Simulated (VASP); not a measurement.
The system is Ni.

```xyz
1
Lattice="0.0000 1.7376 1.7376 1.7376 0.0000 1.7376 1.7376 1.7376 0.0000" Properties=species:S:1:pos:R:3 pbc="T T T"
Ni    0.0000    0.0000    0.0000
```

```yaml
Program: VASP 6.6.1
Task: relaxation of cell and atoms
Functional: PBE
Potentials_or_basis: VASP PAW PBE potentials, release 54 (Ni)
Cutoff: 580 eV
k_mesh: 13 × 13 × 13
Occupations: fermi-dirac, width 0.05 eV
Spin: collinear spin, ferromagnetic start
Starting_moments: "[1.0] μB"
```

At the start: pressure 7.9 GPa; volume 10.49 Å³/atom.

Question: Where does the relaxation end?

Answer: Over 3 steps the energy falls by 9.2 meV/atom and the volume is 10.88 Å³/atom (+3.7 %); space group Fm-3m (No. 225, to 0.05 Å); moment 0.63 μB per cell.

Step by step:
```tsv
step	energy change (eV)	largest force (eV/Å)	pressure (GPa)	volume (Å³)
1	0.0000	0.0000	7.87	10.49
2	-0.0003	0.0000	-6.72	11.29
3	-0.0092	0.0000	-0.07	10.88
```

Final structure:
```
Ni
1.0
     0.00000    1.75893    1.75893
     1.75893    0.00000    1.75893
     1.75893    1.75893    0.00000
Ni
1
Direct
  0.00000 0.00000 0.00000
```
